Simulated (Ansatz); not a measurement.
# Sb in Ansatz: the effect of functional

The system is Sb.

```
Sb
1.0
     0.00000    2.40245    2.40245
     2.40245    0.00000    2.40245
     2.40245    2.40245    0.00000
Sb
1
Direct
  0.00000 0.00000 0.00000
```

This isn't the form of Sb at room conditions, which is rhombohedral.

The cell isn't the ideal one: volume scaled by 1.04.

Alike in all runs:

| Item | Value |
| --- | --- |
| Program | Ansatz 0.2.0 |
| Task | single point |
| Potentials or basis | Ansatz PAW |
| k mesh | 10 × 10 × 10 |
| Occupations | fermi-dirac, width 0.05 eV |
| Spin | no spin polarisation |

| functional | cutoff | pressure (GPa) |
| --- | --- | --- |
| LDA | 420 eV (not typed: the program's choice for these potentials) | ? |
| PBEsol | 420 eV (not typed: the program's choice for these potentials) | -3.4 |
| r2SCAN | 500 eV (not typed: the program's choice for these potentials) | -1.2 |

**Question.** What does the run with functional LDA give?

**Answer.** Pressure -4.5 GPa.

Caveats: the PAW data sets come from PBE, with cores solved anew for the run's functional, which leaves a small shift of forces and pressure.
